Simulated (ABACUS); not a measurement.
Crystal: BaTe.

```
Ba Te
1.0
     0.00000    3.41000    3.41000
     3.41000    0.00000    3.41000
     3.41000    3.41000    0.00000
Ba Te
1 1
Cartesian
  0.0000 0.0000 0.0000
  3.4100 3.4100 3.4100
```

- Program: ABACUS 3.10.1
- Task: single point
- Functional: PBE
- Potentials or basis: PseudoDojo NC SR 0.4.1 PBE standard
- Cutoff: 1361 eV
- Density cutoff: 5442 eV
- Basis: DZP LCAO (the cutoffs set its grid)
- k mesh: 7 × 7 × 7
- Occupations: fermi-dirac, width 0.05 eV
- Spin: no spin polarisation

On this cell: pressure 4.9 GPa; largest force zero by symmetry; band gap on the k mesh 1.31 eV, indirect (least direct gap 1.72 eV).

The same run follows on a disturbed copy (atoms moved at random, drawn with an rms of 0.05 Å):

```
Ba Te
1.0
     0.00000    3.41000    3.41000
     3.41000    0.00000    3.41000
     3.41000    3.41000    0.00000
Ba Te
1 1
Cartesian
  -0.0009 -0.0387 0.0102
  3.4344 3.4498 3.4255
```

**Question.** What changes?

**Answer.** The energy moves by +5.7 meV/atom; pressure 4.9 GPa; largest force 0.278 eV/Å; band gap on the k mesh 1.33 eV, indirect (least direct gap 1.72 eV).

Forces in eV/Å, atoms in the order of the input:
```
Ba   0.083  0.264  0.018
Te  -0.083 -0.264 -0.018
```

Stress tensor (GPa, compression positive):
```
 4.84 -0.03  0.00
-0.03  5.10 -0.01
 0.00 -0.01  4.81
```

Caveats: the atomic orbitals were generated for these runs and aren't a published set; this release of the barium file is off; spin-orbit coupling is left out, which moves the levels of the heavy elements; an odd mesh through Γ misses points on the zone boundary, where band edges often lie; the basis of atomic orbitals isn't converged, which shifts pressures, moduli and gaps.
